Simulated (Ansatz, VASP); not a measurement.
## RbBr: VASP beside Ansatz

POSCAR

```
RbBr
1.0
    0.0000000000      3.8091327135      3.8694968646
    3.8091327135      0.0000000000      3.8694968646
    3.8091327135      3.8091327135      0.0000000000
Rb Br
1 1
Direct
    0.0000000000      0.0000000000      0.0000000000
    0.2500000000      0.2500000000      0.2500000000
```

The input INCAR.step1:

```
PREC = Accurate
ENCUT = 520
ISMEAR = 0
SIGMA = 0.01
LREAL = F
LASPH = T
NELM = 80
NBANDS = 15
GGA = PE
ALGO = Normal
EDIFF = 1E-4
LWAVE = T
LCHARG = F
```

Contents of INCAR.step2:

```
PREC = Accurate
ENCUT = 520
EDIFF = 1E-6
ISMEAR = 0
SIGMA = 0.01
LREAL = F
LASPH = T
NELM = 80
ALGO = Normal
ISIF = 2
LWAVE = F
LCHARG = F
METAGGA = R2SCAN
LMIXTAU = T
NBANDS = 15
ISTART = 1
```

KPOINTS

```
regular mesh
0
Gamma
  6 6 6
```

Input for Ansatz:

```yaml
crystal:
  lattice:
    - [0.0, 3.8091327135, 3.8694968646]
    - [3.8091327135, 0.0, 3.8694968646]
    - [3.8091327135, 3.8091327135, 0.0]
  atoms:
    - { symbol: Rb, position: [0.0, 0.0, 0.0] }
    - { symbol: Br, position: [0.25, 0.25, 0.25] }
kpoints:
  mp_grid: { grid: [6, 6, 6] }
  band_path:
    path:
      - [0.0, 0.0, 0.0]
      - [-0.5, -0.5, 0.0]
      - [-0.375, -0.375, 0.25]
      - [-0.375, 0.0, 0.375]
      - [0.0, 0.0, 0.5]
      - [-0.5, -0.25, 0.25]
    npoints: 1
hamiltonian:
  xc: r2scan
scf:
  occupations: { method: fixed }
  n_extra_bands: 4
output:
  forces: true
  stress: true
  eigenvalues: true
```

Change from the starting cell: biaxial_xy strain -1.6%.

Alike in both runs: task single point; functional r2SCAN; k mesh 6 × 6 × 6; no spin polarisation.

|  | VASP | Ansatz |
| --- | --- | --- |
| version | VASP 6.6.1 | Ansatz 0.2.0 |
| potentials or method | VASP PAW PBE potentials, release 64 (Rb_sv, Br) | plane waves, PAW |
| plane-wave cutoff (eV) | 520 | 500 |
| occupations | gaussian, width 0.01 eV | fixed |
| valence electrons in the cell | 16 | 16 |

|  | VASP | Ansatz | Ansatz less VASP |
| --- | --- | --- | --- |
| gap on the k mesh at the Fermi level (eV) | 4.68 | 4.68 | 0.000 |
| pressure (GPa) | 0.3 | 0.3 | -0.01 |

Caveats: the PAW data sets were made with another functional, which shifts forces and pressure a little (VASP). A k mesh can miss the band edges.
